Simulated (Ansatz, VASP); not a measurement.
This is a calculation of Hf for Ansatz 0.2.0.

input.yaml

```yaml
crystal:
  lattice:
    - [3.1967, 0.0, 0.0]
    - [-1.59835, 2.7684234083, 0.0]
    - [0.0, 0.0, 5.0578]
  atoms:
    - { symbol: Hf, position: [0.6666666667, 0.3333333333, 0.75] }
    - { symbol: Hf, position: [0.3333333333, 0.6666666667, 0.25] }
hamiltonian:
  xc: pbesol
  pseudopotentials: { kind: paw }
kpoints:
  mp_grid: { grid: [10, 10, 5] }
  band_path:
    path:
      - [[0.0, 0.0, 0.0], [0.5, 0.0, 0.0], [0.3333333333, 0.3333333333, 0.0], [0.0, 0.0, 0.0], [0.0, 0.0, 0.5], [0.5, 0.0, 0.5], [0.3333333333, 0.3333333333, 0.5], [0.0, 0.0, 0.5]]
      - [[0.5, 0.0, 0.5], [0.5, 0.0, 0.0]]
      - [[0.3333333333, 0.3333333333, 0.0], [0.3333333333, 0.3333333333, 0.5]]
    npoints: 14
scf:
  occupations: { method: fermi_dirac, width: 0.05 }
  n_extra_bands: 6
output:
  forces: true
  stress: true
  eigenvalues: true
  fatbands: false
```

Potentials or basis: Ansatz PAW.

The run is started by

```sh
$ ansatz run input.yaml --threads 2 --pin off --max-ram 5632MiB --backend cpu --events-out ev --progress --plain --runs-dir out
```

Question: Translate it to VASP 6.6.1. Potentials there: VASP PAW PBE potentials, release 64 (Hf_pv).

Answer: As run (the cutoff follows the program's own potentials):

INCAR

```
  ALGO = Fast
  EDIFF = 1E-7
  ENCUT = 520
  GGA = PS
  ISIF = 2
  ISMEAR = -1
  LASPH = T
  LCHARG = F
  LMAXMIX = 4
  LREAL = F
  LWAVE = F
  NELM = 80
  PREC = Accurate
  SIGMA = 0.05
```

The input KPOINTS:

```
k-points
0
Gamma
  10 10 5
```

The input POSCAR:

```
Hf
1.0
    3.1967000000      0.0000000000      0.0000000000
   -1.5983500000      2.7684234083      0.0000000000
    0.0000000000      0.0000000000      5.0578000000
Hf
2
Direct
    0.6666666667      0.3333333333      0.7500000000
    0.3333333333      0.6666666667      0.2500000000
```

KPOINTS_OPT

```
path GMKGALHA,LM,KH
10
line-mode
reciprocal
 0.0000000000  0.0000000000  0.0000000000  G
 0.5000000000  0.0000000000  0.0000000000  M

 0.5000000000  0.0000000000  0.0000000000  M
 0.3333333333  0.3333333333  0.0000000000  K

 0.3333333333  0.3333333333  0.0000000000  K
 0.0000000000  0.0000000000  0.0000000000  G

 0.0000000000  0.0000000000  0.0000000000  G
 0.0000000000  0.0000000000  0.5000000000  A

 0.0000000000  0.0000000000  0.5000000000  A
 0.5000000000  0.0000000000  0.5000000000  L

 0.5000000000  0.0000000000  0.5000000000  L
 0.3333333333  0.3333333333  0.5000000000  H

 0.3333333333  0.3333333333  0.5000000000  H
 0.0000000000  0.0000000000  0.5000000000  A

 0.5000000000  0.0000000000  0.5000000000  L
 0.5000000000  0.0000000000  0.0000000000  M

 0.3333333333  0.3333333333  0.0000000000  K
 0.3333333333  0.3333333333  0.5000000000  H
```

Potentials or basis: VASP PAW PBE potentials, release 64 (Hf_pv).

Launch:

```console
$ cat potpaw_PBE.64/Hf_pv/POTCAR > POTCAR
$ mpirun -np 1 vasp_std > vasp.out
```

Both were run:

|  | VASP | Ansatz | Ansatz less VASP |
| --- | --- | --- | --- |
| gap on the k mesh at the Fermi level (eV) | none | none | - |
| pressure (GPa) | -4.3 | -3.9 | +0.38 |
| largest component of the traceless stress (GPa) | 0.34 | 0.29 | -0.058 |

A gap of «none» marks a metal or a gap that the smearing closes. The two sets of potentials don't hold the same shells in valence.

Caveats: spin-orbit coupling is left out, which moves the levels of the heavy elements; the PAW data sets were made with another functional, which shifts forces and pressure a little (VASP); the PAW data sets come from PBE, with cores solved anew for the run's functional, which leaves a small shift of forces and pressure (Ansatz).
